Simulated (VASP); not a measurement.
**VASP 6.6.1 run: SiO$_{2}$**

INCAR

```
LWAVE = .FALSE.
IBRION = -1
LCHARG = .FALSE.
ISIF = 2
ENCUT = 800
GGA = CA
NSW = 0
LASPH = .TRUE.
PREC = Accurate
SIGMA = 0.01
NBANDS = 15
EDIFF = 1E-7
ISMEAR = 0
LREAL = .FALSE.
NELM = 120
```

KPOINTS

```
KPOINTS created by Atomic Simulation Environment
0
Gamma
10 10 10
0 0 0
```

POSCAR

```
Si O
 1.0000000000000000
    -0.0000000000000000    2.2641691162216273    2.2641691162216273
     2.2641691162216273   -0.0000000000000000    2.2641691162216273
     2.2641691162216273    2.2641691162216273   -0.0000000000000000
 Si  O
   1   2
Cartesian
 -0.0000000000000000  0.0000000000000000 -0.0000000000000000
  1.1320845581108139  1.1320845581108139  1.1320845581108139
  3.3962536743324403  3.3962536743324403  3.3962536743324403
```

The recommended LDA PAW datasets give the neutral cell 16 valence electrons.

Command

```
mpirun -np 1 vasp_std
```

**Question.** How does this run end, and what does it give?

**Answer.** It converged. Results: gap between bands v and c on the k mesh 1.82 eV; least direct gap on the k mesh 1.82 eV; pressure -3.1 GPa. Band v is the last that the valence electrons fill when counted band by band, and c is the next.

OSZICAR

```
N       E                     dE             d eps       ncg     rms          rms(c)
DAV:   1     0.736869147139E+02    0.73687E+02   -0.11249E+04  1410   0.144E+03
DAV:   2    -0.224591826238E+02   -0.96146E+02   -0.85306E+02  1889   0.266E+02
DAV:   3    -0.255532821308E+02   -0.30941E+01   -0.30821E+01  1662   0.459E+01
DAV:   4    -0.255654504902E+02   -0.12168E-01   -0.12167E-01  1837   0.331E+00
DAV:   5    -0.255655131268E+02   -0.62637E-04   -0.62636E-04  1690   0.233E-01    0.111E+01
DAV:   6    -0.228013276455E+02    0.27642E+01   -0.52992E+00  1480   0.215E+01    0.433E+00
DAV:   7    -0.227717478788E+02    0.29580E-01   -0.28265E-01  1739   0.436E+00    0.175E+00
DAV:   8    -0.227457640333E+02    0.25984E-01   -0.20645E-02  1550   0.144E+00    0.478E-01
DAV:   9    -0.227430970918E+02    0.26669E-02   -0.17380E-03  1725   0.426E-01    0.154E-01
DAV:  10    -0.227430945900E+02    0.25017E-05   -0.22050E-04  1627   0.117E-01    0.263E-02
DAV:  11    -0.227430923569E+02    0.22331E-05   -0.62717E-06  1788   0.228E-02    0.171E-02
DAV:  12    -0.227430924361E+02   -0.79136E-07   -0.93819E-07  1564   0.911E-03
   1 F= -.22743092E+02 E0= -.22743092E+02  d E =-.885218-131
```

For comparison, a separate LDA run of the intended cell, on usual settings and not on those above, gives a gap of 1.81 eV on its mesh and a pressure of -2.9 GPa.
